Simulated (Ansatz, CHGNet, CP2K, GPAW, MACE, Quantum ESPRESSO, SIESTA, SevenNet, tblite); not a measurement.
# CP2K runs on ScB2(011) slab (81 atoms), part 2 of 2

How do the settings of CP2K change the result for ScB2(011) slab (81 atoms)? A plane-wave run serves as the yardstick.

Program: CP2K 2026.2; the method stands at each step. Banners, paths, timers and routine set-up lines are dropped from the logs unmarked, and long logs keep their key lines alone; longer cuts are marked.

So far. Step 2 (PBE, DZVP-MOLOPT-SR, 800/50 Ry, diagonalisation): Forces lie 1.2 % from the reference's, at 0.82 times its CPU time. Step 3 (PBE+D3(BJ), DZVP-MOLOPT-SR, 800/50 Ry, diagonalisation): Against the first run (1.2 %), the force difference from the reference is 3.0 %, at 0.98 times the CPU time; the model has changed, so this is no error of the program alone.

## Step 4: PBE, DZVP-MOLOPT-SR, 280/50 Ry, diagonalisation

Method: Kohn-Sham DFT, PBE, GTH-PBE pseudopotentials, Gaussian and plane waves, DZVP-MOLOPT-SR-GTH, diagonalisation.

The input, input.inp:

```
&GLOBAL
  PROJECT cell
  RUN_TYPE ENERGY_FORCE
  PRINT_LEVEL LOW
&END GLOBAL
&FORCE_EVAL
  METHOD QS
  &DFT
    BASIS_SET_FILE_NAME BASIS_MOLOPT
    POTENTIAL_FILE_NAME GTH_POTENTIALS
    &MGRID
      CUTOFF 280
      REL_CUTOFF 50
    &END MGRID
    &QS
      EPS_DEFAULT 1.0E-12
    &END QS
    &SCF
      SCF_GUESS ATOMIC
      EPS_SCF 1.0E-06
      MAX_SCF 200
      ADDED_MOS 43
      &DIAGONALIZATION
        ALGORITHM STANDARD
      &END DIAGONALIZATION
      &SMEAR ON
        METHOD FERMI_DIRAC
        ELECTRONIC_TEMPERATURE [K] 580
      &END SMEAR
      &MIXING
        METHOD BROYDEN_MIXING
        ALPHA 0.15
        NBROYDEN 8
      &END MIXING
      &PRINT
        &RESTART OFF
        &END RESTART
      &END PRINT
    &END SCF
    &XC
      &XC_FUNCTIONAL PBE
      &END XC_FUNCTIONAL
    &END XC
    &PRINT
      &MULLIKEN ON
      &END MULLIKEN
      &LOWDIN ON
      &END LOWDIN
      &MO ON
        EIGENVALUES T
        OCCUPATION_NUMBERS T
        MO_INDEX_RANGE 219 242
        &EACH
          QS_SCF 0
        &END EACH
        ADD_LAST NUMERIC
      &END MO
    &END PRINT
  &END DFT
  &SUBSYS
    &CELL
      A 9.45000 0.00000 0.00000
      B 4.72500 13.36003 0.00000
      C 0.00000 0.00000 19.03125
    &END CELL
    &TOPOLOGY
      COORD_FILE_NAME structure.xyz
      COORD_FILE_FORMAT XYZ
    &END TOPOLOGY
    &KIND Sc
      BASIS_SET DZVP-MOLOPT-SR-GTH-q11
      POTENTIAL GTH-PBE-q11
    &END KIND
    &KIND B
      BASIS_SET DZVP-MOLOPT-SR-GTH-q3
      POTENTIAL GTH-PBE-q3
    &END KIND
  &END SUBSYS
  &PRINT
    &FORCES ON
    &END FORCES
  &END PRINT
&END FORCE_EVAL
```

The input, structure.xyz:

```xyz
81

[... 81 atom lines left out: the same atoms as in the first run ...]
```

On the command line:

```
$ OMP_NUM_THREADS=2 cp2k.psmp -i input.inp > output.txt
```

Numbers of over 12 decimals in the logs are rounded to 6 here.

Output:

```text
CP2K| version string:                                       CP2K version 2026.2
 CP2K| Input file name                                                 input.inp
 GLOBAL| Basis set file name                                        BASIS_MOLOPT
 GLOBAL| Potential file name                                      GTH_POTENTIALS
 GLOBAL| Run type                                                   ENERGY_FORCE
 GLOBAL| Total number of message passing processes                             1
 GLOBAL| Number of threads for this process                                    2
[... lines left out ...]
                        Smear method:                                FERMI_DIRAC
[... lines left out ...]
 Number of electrons:                                                        459
[... lines left out ...]
  Step     Update method      Time    Convergence         Total energy    Change
[... lines left out ...]
  *** SCF run converged in    39 steps ***
[... lines left out ...]
  Fermi energy:                                                 0.017598
  Total energy:                                             -1413.484567
  Total energy (extrapolated to T->0):                      -1413.478773
[... lines left out ...]
 MO| E(Fermi):            0.017598 a.u.          0.478871 eV
[... lines left out ...]
       2     B        2          3.150320                             -0.150320
       3     B        2          3.098224                             -0.098224
[...]
# Total charge                            459.000000                  0.000000
 !-----------------------------------------------------------------------------!
 LOWDIN POPULATION ANALYSIS
 #  Atom  Element  Kind  Atomic population                           Net charge
[...]
80     B        2          2.817431                              0.182569
      81     B        2          3.041859                             -0.041859
 # Total charge                            459.000000                  0.000000
 ENERGY| Total FORCE_EVAL ( QS ) energy [hartree]          -1413.484524
 FORCES| Atomic forces [hartree/bohr]
 FORCES|   Atom     x               y               z               |f|
 FORCES|      1 -4.57228302E-03 -1.60467732E-02 -4.10325192E-03   1.71825894E-02
 FORCES|      2 -5.21552175E-02  2.89047347E-02 -3.95148672E-03   5.97600589E-02
 FORCES|      3  2.58795613E-02  2.09267260E-02  3.27848657E-02   4.67175232E-02
[...]
FORCES|     80  3.41225353E-02  7.78352510E-03 -4.06078255E-02   5.36090121E-02
 FORCES|     81 -5.91196236E-02 -1.91306888E-02 -5.76668288E-03   6.24048698E-02
 FORCES| Sum    -1.26091256E-03 -4.86467218E-03 -7.71193843E-04
 FORCES| Total atomic force                                       5.08425765E-03
```

The job ended after 6.5 min (2 threads of Arm Neoverse V2, shared host; peak memory 2.1 GiB; 12 min of CPU time).

Numbers from this run, and their distance from the reference:

| Item | Value |
| --- | --- |
| r.m.s. force component | 1.461 eV/Å |
| r.m.s. difference of force components | 27.12 meV/Å |
| longest difference of force vectors | 120.1 meV/Å |
| force difference over r.m.s. force | 1.861 % |
| slope of forces against the reference's | 1.003 |
| correlation of force components | 0.9998 |
| energy less the same-level run's | 0.5058 meV/atom |
| r.m.s. force difference from the same-level run | 19.82 meV/Å |

This is a coarse setting, run to see what it loses.

Against the first run (1.2 %), the force difference from the reference is 1.9 %, at 0.58 times the CPU time (on 2 against 4 cores): the grid matters here.

## Step 5: All runs compared

Differences are against the plane-wave reference, forces as r.m.s. over components; share is that over the reference's r.m.s. force, slope the least-squares factor from reference forces to these. Total energies of different programs have different zeros and aren't compared.

| run | Δ force, r.m.s. (meV/Å) | share (%) | slope | cores | CPU time | memory (GiB) |
| --- | --- | --- | --- | --- | --- | --- |
| reference | - | - | - | 4 | 26 min | 6.5 |
| CP2K PBE, DZVP-MOLOPT-SR, 800/50 Ry, diagonalisation | 18.0 | 1.23 | 1.003 | 4 | 21 min | 11 |
| CP2K PBE+D3(BJ), DZVP-MOLOPT-SR, 800/50 Ry, diagonalisation | 43.4 | 2.98 | 1.002 | 4 | 21 min | 11 |
| CP2K PBE, DZVP-MOLOPT-SR, 280/50 Ry, diagonalisation (coarse) | 27.1 | 1.86 | 1.003 | 2 | 12 min | 2.1 |

Rows marked coarse were listed beforehand as settings not expected to be converged; some can still land near the reference.

CPU time is summed over cores on a shared host, where runs went side by side, so it is rough. Symmetry, cutoffs, thresholds, outputs and thread counts weren't matched or tuned between programs; memory under MPI is the largest rank's times the ranks.

Within one program, basis, potentials and functional, energies share a zero. Each run against its twin at the usual cutoff or grid and solver:

| run | twin | Δ energy (meV/atom) | Δ force, r.m.s. (meV/Å) | CPU time over the twin's |
| --- | --- | --- | --- | --- |
| CP2K PBE, DZVP-MOLOPT-SR, 280/50 Ry, diagonalisation | DZVP-MOLOPT-SR, 800/50 Ry, diagonalisation | 0.506 | 19.8 | 0.58 (this twin ran on 4 cores) |

Further runs of this program without a result: CP2K GFN1-xTB, diagonalisation (not converged); CP2K PBE, SZV-MOLOPT-SR, 800/50 Ry, diagonalisation (cut off at its time limit).

## Step 6: Results

| Item | Value |
| --- | --- |
| nearest in forces | CP2K PBE, DZVP-MOLOPT-SR, 800/50 Ry, diagonalisation, 1.2 % |
| its CPU time | 21 min |

**Reading.** The PBE run in local orbitals, coarse settings apart, differs by 1.2 % (CP2K PBE, DZVP-MOLOPT-SR, 800/50 Ry, diagonalisation); basis, grid and potentials can all enter. Rows with another functional or a dispersion term differ by 3.0 % (CP2K PBE+D3(BJ), DZVP-MOLOPT-SR, 800/50 Ry, diagonalisation), which mixes the change of model with differences of basis and potentials. Runs with settings chosen to be coarse differ by 1.9 % (CP2K PBE, DZVP-MOLOPT-SR, 280/50 Ry, diagonalisation), their programs' other errors included. One electronic-structure run takes under half the reference's CPU time: CP2K PBE, DZVP-MOLOPT-SR, 280/50 Ry, diagonalisation, at 1.9 % in 12 min against 26 min. The electron count is odd in these runs, and they have no spin polarisation, so the unpaired electron is spread evenly over both spins. The published positions, changed by the recipe (random displacements or longer bonds to H), lie far from the minimum at this level of theory. The electronic-structure runs sample only Γ, in a cell whose shortest periodic width is 9 Å, which is coarse for a cell with partly filled levels.

[Also dropped from logs without a mark: logging warnings of Python, and SIESTA's first energy breakdown and zero terms.]

[Logs are printed without paths, hosts, clocks, repeated set-up lines and the standing remarks that a program may print on its own settings, such as how far it seeks lower states.]

[Hosts, paths, dates, database ids (printed as entryN), source tags and the programs' standing remarks are cut or masked in the printed files.]
